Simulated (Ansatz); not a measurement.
Space group R-3m:H (No. 166). a = 3.614 Å, b = 3.614 Å, c = 27.984 Å, α = 90.00°, β = 90.00°, γ = 120.00°
```
atom  site  symmetry       x       y       z
  Sr    3b       -3m  0.6667  0.3333  0.8333
  Sr    6c        3m  0.6667  0.3333  0.9457
   O    3a       -3m  0.0000  0.0000  0.0000
   O    6c        3m  0.0000  0.0000  0.7771
```

Equation of state of this SrO structure (not necessarily the ground state), with shape and atoms relaxed at each volume where symmetry leaves them free. Theory: Ansatz, DFT PBE, scalar-relativistic, plane waves, PAW.

Settings: cutoff 420 eV, Γ-centred mesh 6×6×6 on the computed 6-atom cell, Gaussian smearing of 0.02 eV; no spin polarisation.

```
V (Å³/atom)  E − E(largest V) (meV/atom)  P (GPa)  gap on mesh (eV)
     15.473                        43.68    13.87              3.53
     16.000                         5.39     9.51              3.53
     16.528                       -19.67     5.81              3.52
     17.055                       -33.46     2.67              3.51
     17.583                       -37.76     0.00              3.50
     18.110                       -33.95    -2.26              3.43
     18.638                       -23.20    -4.19              3.26
     19.341                         0.00    -6.32              3.05
```

Q: Fit a third-order Birch–Murnaghan equation, E = E0 + (9V0B0/16)·[(x − 1)³B0' + (x − 1)²(6 − 4x)] with x = (V0/V)^(2/3), to E(V).

A: V0 = 17.58 Å³/atom, B0 = 82 GPa, B0' = 4.4.

The cell was found from a structure generator's guess, not taken from experiment.
